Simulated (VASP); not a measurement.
# Cr (P3_121) in VASP: further runs

One crystal, Cr, is run at these levels: PBEsol; tasks: relaxation of cell and atoms, single point.

Program: VASP 6.6.1. These are calculated values, not measurements. Logs are shortened: lines on timing, memory, paths and dates and some standing lists are left out, and cuts for length are marked.

## 1. The crystal as given

Symmetry: P3_121, No. 152, trigonal system. The conventional cell has a = 3.441 Å, b = 3.441 Å, c = 3.904 Å, α = 90.00°, β = 90.00°, γ = 120.00°. Cr (site symmetry 2) has 2 Cr at 1.87 Å as nearest neighbours.

The cell was built by a generator and needn't be a form met in nature.

## 2. Relaxation of cell and atoms, PBEsol

Input file INCAR:

```
PREC = Accurate
ENCUT = 600
EDIFF = 1E-7
ISMEAR = 0
SIGMA = 0.1
LREAL = F
LASPH = T
NELM = 100
ALGO = Fast
ISIF = 3
LWAVE = F
LCHARG = F
GGA = PS
IBRION = 2
NSW = 90
EDIFFG = -0.04
```

Input file KPOINTS:

```
Automatic mesh
0
Gamma
  6 6 4
```

Input file POSCAR:

```
Cr
1.0
    3.4412579625      0.0000000000      0.0000000000
   -1.7206289813      2.9802168165      0.0000000000
    0.0000000000      0.0000000000      3.9042223541
Cr
3
Direct
    0.2254000000      0.0000000000      0.3333333333
    0.0000000000      0.2254000000      0.6666666667
    0.7746000000      0.7746000000      0.0000000000
```

Potentials or basis: VASP PAW PBE potentials, release 64 (Cr_pv).

Launch:

```
$ cat potpaw_PBE.64/Cr_pv/POTCAR > POTCAR
$ mpirun -np 1 vasp_std > vasp.out
```

OUTCAR:

```text
PREC = Accurate
   ENCUT = 600
   EDIFF = 1E-7
   ISMEAR = 0
   LREAL = F
   LASPH = T
   NELM = 100
   ISIF = 3
   GGA = PS
   IBRION = 2
   NSW = 90
   EDIFFG = -0.04

 ion  position               nearest neighbor table
   1  0.225  0.000  0.333-   3 1.87   2 1.87   3 2.71   3 2.71   2 2.71   2 2.71   2 2.93   3 2.93

   2  0.000  0.225  0.667-   3 1.87   1 1.87   3 2.71   3 2.71   1 2.71   1 2.71   1 2.93   3 2.93

   3  0.775  0.775  0.000-   1 1.87   2 1.87   2 2.71   1 2.71   1 2.71   2 2.71   1 2.93   2 2.93

  LATTYP: Found a hexagonal cell.
 ALAT       =     3.4412579625
 C/A-ratio  =     1.1345334749

  Lattice vectors:

 A1 = (   3.4412579625,   0.0000000000,   0.0000000000)
 A2 = (  -1.7206289813,   2.9802168165,   0.0000000000)
 A3 = (   0.0000000000,   0.0000000000,   3.9042223541)

Analysis of symmetry for initial positions (statically):
=====================================================================
 Subroutine PRICEL returns:
 Original cell was already a primitive cell.

 Routine SETGRP: Setting up the symmetry group for a
 hexagonal supercell.

 Subroutine GETGRP returns: Found  6 space group operations
 (whereof  2 operations were pure point group operations)
 out of a pool of 24 trial point group operations.

The static configuration has the point symmetry C_2 .
 The point group associated with its full space group is D_3 .

Analysis of symmetry for dynamics (positions and initial velocities):
=====================================================================
 Subroutine PRICEL returns:
 Original cell was already a primitive cell.

 Routine SETGRP: Setting up the symmetry group for a
 hexagonal supercell.

 Subroutine GETGRP returns: Found  6 space group operations
 (whereof  2 operations were pure point group operations)
 out of a pool of 24 trial point group operations.

The dynamic configuration has the point symmetry C_2 .
 The point group associated with its full space group is D_3 .

 Subroutine INISYM returns: Found  6 space group operations
 (whereof  2 operations are pure point group operations),
 and found     1 'primitive' translations

----------------------------------------------------------------------------------------

                                     Primitive cell

  volume of cell :      40.0405

  direct lattice vectors                    reciprocal lattice vectors
     3.441257962  0.000000000  0.000000000     0.290591409  0.167773028  0.000000000
    -1.720628981  2.980216817  0.000000000     0.000000000  0.335546056  0.000000000
     0.000000000  0.000000000  3.904222354     0.000000000  0.000000000  0.256132953

  length of vectors
     3.441257962  3.441257963  3.904222354     0.335546056  0.335546056  0.256132953

  position of ions in fractional coordinates (direct lattice)
     0.225400000  0.000000000  0.333333333
     0.000000000  0.225400000  0.666666667
     0.774600000  0.774600000  0.000000000

  ion indices of the primitive-cell ions
   primitive index   ion index
                 1           1
                 2           2
                 3           3

----------------------------------------------------------------------------------------

 KPOINTS: Automatic mesh

Automatic generation of k-mesh.
 Grid dimensions read from file:
 generate k-points for:    6    6    4

 Generating k-lattice:

  Cartesian coordinates                     Fractional coordinates (reciprocal lattice)
     0.048431901  0.027962171  0.000000000     0.166666667  0.000000000  0.000000000
     0.000000000  0.055924343  0.000000000     0.000000000  0.166666667  0.000000000
     0.000000000  0.000000000  0.064033238     0.000000000  0.000000000  0.250000000

  Length of vectors
     0.055924343  0.055924343  0.064033238

  Shift w.r.t. Gamma in fractional coordinates (k-lattice)
     0.000000000  0.000000000  0.000000000

 Subroutine IBZKPT returns following result:
 ===========================================

 Found     24 irreducible k-points:

 Following reciprocal coordinates:
            Coordinates               Weight
  0.000000  0.000000  0.000000      1.000000
  0.166667 -0.000000  0.000000      6.000000
  0.333333  0.000000  0.000000      6.000000
  0.500000  0.000000  0.000000      3.000000
  0.166667  0.166667  0.000000      6.000000
  0.333333  0.166667  0.000000     12.000000
[... 16 lines left out ...]
  0.333333  0.166667  0.500000     12.000000
  0.333333  0.333333  0.500000      2.000000
   k-points           NKPTS =     24   k-points in BZ     NKDIM =     24   number of bands    NBANDS=     22
   number of dos      NEDOS =    301   number of ions     NIONS =      3
   total plane-waves  NPLWV =  25088
   dimension x,y,z NGX =    28 NGY =   28 NGZ =   32
   dimension x,y,z NGXF=    56 NGYF=   56 NGZF=   64
   ions per type =               3
   NGX,Y,Z   is equivalent  to a cutoff of  13.53, 13.53, 13.63 a.u.
   NGXF,Y,Z  is equivalent  to a cutoff of  27.05, 27.05, 27.25 a.u.
 SYSTEM =  unknown system
   PREC   = accura    normal or accurate (medium, high low for compatibility)
   ISTART =      0    job   : 0-new  1-cont  2-samecut
   ICHARG =      2    charge: 1-file 2-atom 10-const
   ISPIN  =      1    spin polarized calculation?
   LNONCOLLINEAR =      F non collinear calculations
   LSORBIT =      F    spin-orbit coupling
   LASPH  =      T    aspherical Exc in radial PAW
   ENCUT  =  600.0 eV  44.10 Ry    6.64 a.u.   6.87  6.87  7.80*2*pi/ulx,y,z
   NELM   =    100;   NELMIN=  2; NELMDL= -5     # of ELM steps
   EDIFF  = 0.1E-06   stopping-criterion for ELM
   LREAL  =      F    real-space projection
   EDIFFG = -.4E-01   stopping-criterion for IOM
   NSW    =     90    number of steps for IOM
   IBRION =      2    ionic relax: 0-MD 1-quasi-New 2-CG
   NFREE  =      1    steps in history (QN), initial steepest desc. (CG)
   ISIF   =      3    stress and relaxation
   ISYM   =      2    0-nonsym 1-usesym 2-fastsym
   POTIM  = 0.5000    time-step for ionic-motion
   TEBEG  =    0.0;   TEEND  =   0.0 temperature during run
   PSTRESS=    0.0 pullay stress
   NELECT =      36.0000    total number of electrons
   NUPDOWN=      -1.0000    fix difference up-down
   EMIN   =  10.00;   EMAX   =-10.00  energy-range for DOS
   EFERMI =   0.00;   METHOD = LEGACY
   ISMEAR =     0;   SIGMA  =   0.10  broadening in eV -4-tet -1-fermi 0-gaus
   EFERMI_NEDOS =   21; number of points for ismear=-14 and -15
   IALGO  =     68    algorithm
   IMIX   =      4    mixing-type and parameters
     AMIX     =   0.40;   BMIX     =  1.00
     AMIX_MAG =   1.60;   BMIX_MAG =  1.00
  volume/ion in A,a.u.               =      13.35        90.07
  Fermi-wavevector in a.u.,A,eV,Ry     =   1.580068  2.985896 33.968509  2.496615
  Thomas-Fermi vector in A             =   2.680352
   LORBIT       =      0    0 simple, 1 ext, 2 COOP (PROOUT), +10 PAW based schemes
   GGA     = PS    functional components
   LHFCALC =     F    Hartree Fock is set to
   AEXX    =    0.0000 exact exchange contribution
   IVDW    =     0    specifies the selected vdW correction
   LEPSILON=     F    determine dielectric tensor
   LRPA    =     F    only Hartree local field effects (RPA)
 conjugate gradient relaxation of ions
 non-spin polarized calculation
 RMM-DIIS sequential band-by-band and
 Gauss-broadening in eV      SIGMA  =   0.10
  energy-cutoff  :      600.00
  volume of cell :       40.04
 maximum number of plane-waves:      1356
   NGX = 13   NGY = 13   NGZ = 15

--------------------------------------- Ionic step        1  -------------------------------------------

 number of electron      36.0000003 magnetization

 Free energy of the ion-electron system (eV)
  ---------------------------------------------------
  ext. energy  EPLUGINS =         0.00000000
  ---------------------------------------------------
  free energy    TOTEN  =       -25.16475436 eV

  energy without entropy =      -25.14407452  energy(sigma->0) =      -25.15441444

------------------------ aborting loop because EDIFF is reached ----------------------------------------

  FORCE on cell =-STRESS in cart. coord.  units (eV):
  Direction    XX          YY          ZZ          XY          YZ          ZX
  --------------------------------------------------------------------------------------
  -------------------------------------------------------------------------------------
  Total        3.7151518      3.7151518      8.1304660     -0.0000000      0.0000000      0.0000000
  in kB      148.6577370    148.6577370    325.3317046     -0.0000000      0.0000000      0.0000000
  external PRESSURE =     207.5490596 kB  Pullay stress =       0.0000000 kB
[... 92 lines left out ...]
  FREE ENERGIE OF THE ION-ELECTRON SYSTEM (eV)
  ---------------------------------------------------
  free  energy   TOTEN  =       -26.3563523349 eV

  energy  without entropy=      -26.3296697844  energy(sigma->0) =      -26.34301106

 E-fermi :   9.9524     XC(G=0): -13.3767

 val. band max:        9.9190095754   @ k =   0.0000   0.1667   0.2500
 cond. band min:       9.9653539541   @ k =   0.1667   0.1667   0.5000
 fundamental gap:      0.0463443787
 Fermi energy:         9.9523585604

 k-point     1 :       0.0000    0.0000    0.0000
  band No.  band energies     occupation
      1     -33.6004      2.00000
      2     -33.1792      2.00000
      3     -33.1792      2.00000
      4     -32.7464      2.00000
      5     -32.7464      2.00000
      6     -32.6033      2.00000
[... 574 lines left out ...]
      6     -32.6596      2.00000
[... 14 lines left out ...]
     21      11.3004      0.00000
     22      12.2342      0.00000

[... ionic steps 4 to 23 ...]

--------------------------------------- Ionic step       24  -------------------------------------------

 number of electron      36.0000001 magnetization

------------------------ aborting loop because EDIFF is reached ----------------------------------------

  FORCE on cell =-STRESS in cart. coord.  units (eV):
  Direction    XX          YY          ZZ          XY          YZ          ZX
  --------------------------------------------------------------------------------------
  -------------------------------------------------------------------------------------
  Total        0.0423739      0.0423739     -0.0546084     -0.0000000      0.0000000     -0.0000000
  in kB        2.0368319      2.0368319     -2.6249214     -0.0000000      0.0000000     -0.0000000
  external PRESSURE =       0.4829142 kB  Pullay stress =       0.0000000 kB
[... 59 lines left out ...]
  energy  without entropy=      -30.6518518171  energy(sigma->0) =      -30.65688888

--------------------------------------- Ionic step       26  -------------------------------------------

 number of electron      36.0000001 magnetization

 Free energy of the ion-electron system (eV)
  ---------------------------------------------------
  ext. energy  EPLUGINS =         0.00000000
  ---------------------------------------------------
  free energy    TOTEN  =       -30.66205826 eV

  energy without entropy =      -30.65188052  energy(sigma->0) =      -30.65696939

 E-fermi :  11.4417     XC(G=0): -14.0607

 val. band max:       11.3871639718   @ k =   0.3333   0.0000   0.5000
 cond. band min:      11.4973452509   @ k =   0.3333   0.0000   0.5000
 fundamental gap:      0.1101812791
 Fermi energy:        11.4417407724

 k-point     1 :       0.0000    0.0000    0.0000
  band No.  band energies     occupation
      1     -31.8217      2.00000
      2     -31.8216      2.00000
      3     -31.8216      2.00000
      4     -31.8214      2.00000
      5     -31.2880      2.00000
      6     -31.2880      2.00000
[... 619 lines left out ...]
  FREE ENERGIE OF THE ION-ELECTRON SYSTEM (eV)
  ---------------------------------------------------
  free  energy   TOTEN  =       -30.6620582608 eV

  energy  without entropy=      -30.6518805166  energy(sigma->0) =      -30.65696939

 reached required accuracy - stopping structural energy minimisation
```

Wall time 7 min (1 thread of Intel Xeon 6975P-C (Granite Rapids), shared host); peak memory 0.18 GiB.

What came out:

| Item | Value |
| --- | --- |
| Free energy | -30.6621 eV |
| Relaxed volume | 11.11 Å³/atom |
| Relaxed cell | a = 3.929 Å, b = 3.929 Å, c = 2.493 Å, α = 90.00°, β = 90.00°, γ = 120.00° |
| Space group after relaxing (to 0.05 Å) | R-3m (No. 166) |
| Energy gained by relaxing | 1832.4 meV/atom |
| Ionic steps | 26 |
| Pressure after relaxing | 0.1 GPa |
| Band gap on the k mesh | none (metal or under the smearing width) |

The path:
```tsv
step	energy change (eV)	largest force (eV/Å)	pressure (GPa)	volume (Å³)
1	0.0000	5.7495	20.75	40.04
2	-0.3606	0.2184	-33.36	50.85
3	-1.1916	1.3643	-18.54	44.77
4	-2.2642	0.8969	-5.07	38.14
5	-2.3881	0.6301	6.03	35.90
6	-2.3892	0.5689	8.13	35.56
7	-2.7365	0.4250	1.92	36.08
8	-2.8788	2.0366	0.20	36.58
9	-3.0489	2.2556	-1.40	36.80
10	-3.3553	2.5636	-3.34	37.06
11	-3.5595	2.5505	1.42	36.70
12	-3.5880	2.6296	-2.10	36.99
13	-3.9280	2.4846	-4.39	36.76
14	-4.7483	1.9940	-9.44	35.99
15	-4.9176	0.3340	-0.07	34.00
16	-5.2174	1.0899	-10.56	35.13
17	-5.2416	0.6616	-8.90	34.81
18	-5.4020	0.1334	8.06	32.54
19	-5.4048	0.0176	5.71	32.79
20	-5.4857	0.1908	-1.61	33.51
21	-5.4877	0.2249	-2.78	33.66
22	-5.4949	0.1355	1.56	33.15
23	-5.4952	0.1511	0.81	33.24
24	-5.4970	0.0522	0.05	33.33
25	-5.4972	0.0197	-0.23	33.36
26	-5.4973	0.0014	0.10	33.32
```

Final structure:
```
Cr
1.0
     3.92875    0.00000    0.00000
    -1.96437    3.40239    0.00000
     0.00000    0.00000    2.49256
Cr
3
Cartesian
  -0.6549 3.4024 0.8309
  3.2740 1.1341 1.6617
  1.3096 2.2683 0.0000
```

Caveat: the k mesh is coarse (spacing up to 0.40 Å⁻¹), so the values aren't converged; the volume moved by over 15 % at a fixed basis, so the end points are rough; the PAW data sets were made with another functional, which shifts forces and pressure a little; the run has no spin polarisation, though such a crystal can be magnetic. Spin polarisation is off, so any magnetic state and its effect on volume and gap are missing.

(Part 1 of 2 ends here.)
